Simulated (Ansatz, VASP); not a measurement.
**ZnS: VASP beside Ansatz**

INCAR

```
  ALGO = Normal
  EDIFF = 1E-6
  ENCUT = 520
  GGA = PE
  ISIF = 2
  ISMEAR = 0
  LASPH = T
  LCHARG = F
  LREAL = F
  LWAVE = F
  NBANDS = 16
  NELM = 100
  PREC = Accurate
  SIGMA = 0.01
```

File KPOINTS:

```
k-points
0
Gamma
  6 6 6
```

Contents of POSCAR:

```
ZnS
1.0
    0.0000000000      2.7214990586      2.7214990586
    2.7214990586      0.0000000000      2.7214990586
    2.7214990586      2.7214990586      0.0000000000
Zn S
1 1
Direct
    0.2500000000      0.2500000000      0.2500000000
    0.0000000000      0.0000000000      0.0000000000
```

Input for Ansatz:

```yaml
crystal:
  lattice:
    - [0.0, 2.7214990586, 2.7214990586]
    - [2.7214990586, 0.0, 2.7214990586]
    - [2.7214990586, 2.7214990586, 0.0]
  atoms:
    - { symbol: Zn, position: [0.25, 0.25, 0.25] }
    - { symbol: S, position: [0.0, 0.0, 0.0] }
kpoints:
  mp_grid: { grid: [6, 6, 6] }
hamiltonian:
  xc: pbe
scf:
  occupations: { method: fixed }
  n_extra_bands: 4
output:
  forces: true
  stress: true
  eigenvalues: true
```

Alike in both runs: task single point; functional PBE; k mesh 6 × 6 × 6; no spin polarisation.

```csv
,VASP,Ansatz
version,VASP 6.6.1,Ansatz 0.2.0
potentials or method,"VASP PAW PBE potentials, release 64 (Zn, S)","plane waves, PAW"
plane-wave cutoff (eV),520,420
occupations,"gaussian, width 0.01 eV",fixed
valence electrons in the cell,18,18
```

|  | VASP | Ansatz | Ansatz less VASP |
| --- | --- | --- | --- |
| gap on the k mesh at the Fermi level (eV) | 2.02 | 2.02 | -0.004 |
| pressure (GPa) | 0.2 | 0.0 | -0.14 |
